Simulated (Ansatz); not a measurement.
**Ta, omega (AlB2-type): how the functional moves the structure**

All rows: Ansatz, plane waves with scalar-relativistic PAW, 420 eV (500 eV for the SCAN forms), relaxed under each functional, no dispersion correction, no zero-point motion. B₀ comes from uniform scaling at fixed shape; a dash is a value not given.

| functional | V (Å³/atom) | cell | B₀ (GPa) | magnetic state | ΔE to bcc (meV/atom) |
| --- | --- | --- | --- | --- | --- |
| PBE | 18.65 | a = 4.864 Å, c = 2.731 Å (c/a = 0.561) | 185 | spin not included | 225 |
| r²SCAN | 18.41 | a = 4.849 Å, c = 2.712 Å (c/a = 0.559) | 191 | spin not included | 221 |
| PBEsol | 18.00 | a = 4.806 Å, c = 2.699 Å (c/a = 0.562) | 197 | spin not included | 234 |
| LDA | 17.53 | a = 4.766 Å, c = 2.674 Å (c/a = 0.561) | 207 | spin not included | 237 |
| revPBE | 18.89 | a = 4.885 Å, c = 2.743 Å (c/a = 0.562) | 179 | spin not included | 222 |
| RPBE | 18.99 | a = 4.893 Å, c = 2.747 Å (c/a = 0.561) | 177 | spin not included | 220 |
| BLYP | 19.26 | a = 4.922 Å, c = 2.754 Å (c/a = 0.560) | 172 | spin not included | 201 |

LDA gives the smallest volume and BLYP the largest.
